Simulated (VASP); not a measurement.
# Γ, Δ and L conduction valleys of BAs (F-43m) under even volume change, TB-mBJ with spin-orbit coupling

A semiconductor that carries heat as well as BAs is attractive for power electronics, where the crystal is squeezed or stretched by its surroundings and electrons in high fields can reach valleys above the lowest one. Both the gap and the energy needed to reach those higher valleys then depend on volume. The problem is to find how fast the Γ, Δ and L conduction levels move when the cell is scaled evenly, and whether their order changes between V/V0 = 0.94 and 1.06. The levels are computed with TB-mBJ and spin-orbit coupling, and each is counted from the valence-band top at Γ in the same cell. The Γ level at V/V0 = 1 is to be estimated from the other cells.

## Computational details

The start is a typed prototype cell. The crystal was relaxed with LDA. It is scaled evenly about that cell, atoms relaxed with LDA. VASP 6.6.1, plane waves with PAW, cutoff 480 eV, no spin polarisation. Band edges are single points at TB-mBJ with spin-orbit coupling on these cells, k mesh 9×9×9, read on short lines of k points at the zone centre and through the valleys; energies are counted from the valence-band top at the zone centre.  All levels use the PAW data sets made with LDA.

Notes on method and selection:

- A valley's energy from the valence-band top holds the shift of that top as well as the shift of the valley.
- The TB-mBJ parameter c is fixed anew from the density of each cell, so it changes along the series.
- Runs that did not converge, have known faults or may not be shown are not listed, and runs on Ansatz's PAW sets soft_1 and soft_2 are kept to separate tables.

Columns:

- 100 ln(V/V0): 100 ln(V/V0), V0 the volume of the reference cell.
- Γ level (eV): lowest conduction level at Γ.
- Δ valley (eV): minimum of the conduction band along Γ–X.
- L valley (eV): conduction level at L.

Input lines of one member:

```
PREC = Accurate
ENCUT = 480
EDIFF = 1E-06
NELM = 150
ISMEAR = 0
SIGMA = 0.02
LREAL = .FALSE.
ALGO = Normal
METAGGA = MBJ
LASPH = .TRUE.
LNONCOLLINEAR = .TRUE.
NBANDS = 18
GGA_COMPAT = .FALSE.
LSORBIT = .TRUE.
KPAR = 3
```

Command (options for logging and memory left out): `mpirun -np 3 vasp_ncl`

## The series

| member | 100 ln(V/V0) | Γ level (eV) | Δ valley (eV) | L valley (eV) |
| --- | --- | --- | --- | --- |
| V/V0 = 0.94 | −6.19 | 3.688 | 1.578 | 3.662 |
| V/V0 = 0.955 | −4.60 | 3.670 | 1.601 | 3.570 |
| V/V0 = 0.97 | −3.05 | 3.654 | 1.623 | 3.480 |
| V/V0 = 0.985 | −1.51 | 3.638 | 1.645 | 3.393 |
| V/V0 = 1 | 0.00 | ? | ? | ? |
| V/V0 = 1.015 | 1.49 | 3.607 | 1.685 | 3.227 |
| V/V0 = 1.03 | 2.96 | 3.592 | 1.704 | 3.147 |
| V/V0 = 1.045 | 4.40 | 3.578 | 1.723 | 3.069 |
| V/V0 = 1.06 | 5.83 | 3.565 | 1.741 | 2.993 |

Cells marked ? are withheld until the estimate has been made.

Least-squares fits to the members shown, with x = 100 ln(V/V0); R² and errors in the fitted variable (y, or ln y where the fit is in ln y):

| y | members | fit | R² | rms residual | leave-one-out rms | the same for the mean of the others |
| --- | --- | --- | --- | --- | --- | --- |
| Γ level (eV) | 8 | y = 3.6231 − 0.010247 x | 1.00 | 9.1×10⁻⁴ | 0.0014 | 0.048 |
| Δ valley (eV) | 8 | y = 1.6636 + 0.013545 x | 1.00 | 0.0012 | 0.0017 | 0.064 |

## Why the values move as they do

The rates follow from the two end cells, which lie 5.83 − (−6.19) = 12.02 apart in 100 ln(V/V0). For Γ, (3.565 − 3.688) / 12.02 = −0.0102 eV per unit; for Δ, (1.741 − 1.578) / 12.02 = +0.0136; for L, (2.993 − 3.662) / 12.02 = −0.0557. One per cent more volume therefore lowers Γ by about 10 meV and L by about 56 meV, and raises Δ by about 14 meV.

The order is Δ, L, Γ from the bottom up in all eight cells shown, so the gap stays indirect. The two upper levels do draw together on compression: Γ lies 3.565 − 2.993 = 0.572 eV above L in the largest cell and only 3.688 − 3.662 = 0.026 eV above it in the smallest.

The different rates are usually put down to different orbitals, an argument that the level energies alone do not prove. The L level has much antibonding s character. Shorter bonds strengthen the coupling and push such a state up quickly against the valence top. The lowest conduction level at Γ in BAs is, as in silicon, the antibonding partner of the p-like valence top. Compression widens that splitting too, but more gently. If the whole separation scaled as the inverse square of the bond length, it would go as V^(−2/3), with a slope of −2 / 3 × 3.6 = −2.4 eV per unit of ln V. The table gives −1.02, so this simple rule has the right sign but more than twice the size.

The Δ state has much of its charge in the open space away from the bonds. Such a state is pushed up less by shorter bonds, so compression lowers it relative to the valence top and the indirect gap shrinks. Each rate also contains the response of the TB-mBJ parameter c, which is fixed anew in every cell.

## An estimate before looking

Plain estimates from the members shown:

- V/V0 = 1, fit at x = 0.00: 3.623 eV
- V/V0 = 1, straight-line interpolation between V/V0 = 0.985 and V/V0 = 1.015: w = (0.00 − (−1.51)) / (1.49 − (−1.51)) = 0.503, so 3.638 + 0.503 × (3.607 − 3.638) = 3.622 eV

Interpolation between the two nearest cells is the better route. The Γ level falls slightly less steeply at large volume than at small, and a single straight line through all eight cells passes a little too high in the middle of such a curve. Over the short interval from V/V0 = 0.985 to 1.015 the bend hardly matters, and the interpolation gives 3.622 eV.

Nothing in the structure calls for a further shift. Both atoms sit on sites fixed by symmetry, so no internal coordinate can jump between cells, and the neighbouring Γ levels change smoothly.

The same route can be tried on the six shown cells that have a neighbour on each side. For V/V0 = 1.03, w = (2.96 − 1.49) / (4.40 − 1.49) = 0.505, and 3.607 + 0.505 × (3.578 − 3.607) = 3.5924 eV, against 3.592 in the table. The largest of the six misses is 0.0008 eV, at V/V0 = 0.955, and their root mean square is 0.0004 eV. Rounding of the tabulated levels to 0.001 eV contributes a similar amount, so one standard deviation is taken as 0.0005 eV. This is the error of the interpolation within this level of theory, not the distance from a measured level.

**Committed estimate, V/V0 = 1: Γ level = 3.622 ± 0.0005 eV.**

## How the estimate fared

| member | 100 ln(V/V0) | Γ level (eV) | Δ valley (eV) | L valley (eV) |
| --- | --- | --- | --- | --- |
| V/V0 = 1 | 0.00 | 3.622 | 1.665 | 3.309 |

| member | estimate | Γ level (eV) | computed | estimate − computed | miss in error bars |
| --- | --- | --- | --- | --- | --- |
| V/V0 = 1 | committed | 3.622 | 3.622 | 0.000 | 0.0 |
| V/V0 = 1 | fit | 3.623 | 3.622 | +0.001 |  |
| V/V0 = 1 | interpolation | 3.622 | 3.622 | 0.000 |  |

The estimate of 3.622 eV agrees with the computed level to the last printed digit and so lies inside its error bar of 0.0005 eV. It is the straight-line interpolation itself, so it could do no better than that plain estimate. The fit through the eight other cells gave 3.623 eV, 0.001 eV too high, the direction expected from a line drawn through a slightly bent curve.

The argument that held is one of smoothness: with both atoms fixed by symmetry and only the volume changing, the Γ level at V/V0 = 1 follows from its neighbours. This success says little about the orbital character of the level, since any smooth dependence on volume would have passed the same test. The new cell also keeps the order of the others, with Δ at 1.665 eV, L at 3.309 eV and Γ at 3.622 eV above the valence top. My title and opening count Γ among the conduction valleys, which is more than the table shows. Its Γ column holds the lowest conduction energy at that one point and does not tell whether the band has a minimum there. The level is safely read as the direct gap at the zone centre, not as a valley in which fast electrons would gather.

## Outliers

Least-squares fits to the whole series, with x = 100 ln(V/V0); R² and errors in the fitted variable (y, or ln y where the fit is in ln y):

| y | members | fit | R² | rms residual | leave-one-out rms | the same for the mean of the others |
| --- | --- | --- | --- | --- | --- | --- |
| Γ level (eV) | 9 | y = 3.623 − 0.01025 x | 1.00 | 9.3×10⁻⁴ | 0.0014 | 0.045 |
| Δ valley (eV) | 9 | y = 1.6638 + 0.013546 x | 1.00 | 0.0012 | 0.0017 | 0.059 |

Largest departures from the fit to the whole series:

| member | Γ level (eV) | fit | computed − fit | in rms residuals |
| --- | --- | --- | --- | --- |
| V/V0 = 1.06 | 3.565 | 3.563 | +0.002 | 1.9 |
| V/V0 = 0.94 | 3.688 | 3.686 | +0.002 | 1.7 |
| V/V0 = 1 | 3.622 | 3.623 | −0.001 | 1.1 |
| V/V0 = 1.015 | 3.607 | 3.608 | −0.001 | 0.8 |

No cell stands out: the largest departures from the line are +0.002 eV, at V/V0 = 0.94 and 1.06, with −0.001 eV at V/V0 = 1. This is the pattern of a gentle bend, the mean slope easing from (3.622 − 3.688) / 6.19 = −0.0107 eV per unit of 100 ln(V/V0) on the compressed side to (3.565 − 3.622) / 5.83 = −0.0098 on the expanded side.

## Summary

From V/V0 = 0.94 to 1.06 the computed order stays Δ, L, Γ, where Γ marks the direct gap at the zone centre and is not shown to be a valley. At the smallest volume L and Γ are only 0.026 eV apart, less than TB-mBJ can be trusted to resolve, so their order in a real crystal compressed that far is uncertain. The Δ valley remains lowest by a wide margin.

For a cell between two of those listed, interpolation should give the Γ level to about 0.001 eV at this level of theory.

Stretching the lattice parameter by 1% in all directions raises 100 ln(V/V0) by about 3. The indirect gap then widens by 3 × 0.0136 = 0.041 eV, while L falls by 3 × 0.0557 = 0.167 eV against the valence top.

Over the whole series the indirect gap changes by 1.741 − 1.578 = 0.163 eV. The computed gap of 1.665 eV at V/V0 = 1 is already smaller than the gap measured for BAs. Lattice vibrations, absent here, would lower it further, by an amount that these static cells do not give. The table therefore serves to show how the levels shift with volume at this level of theory, and its absolute heights should not be taken as those of a real crystal.

[Logs are printed without paths, hosts, clocks, repeated set-up lines and the standing remarks that a program may print on its own settings, such as how far it seeks lower states.]
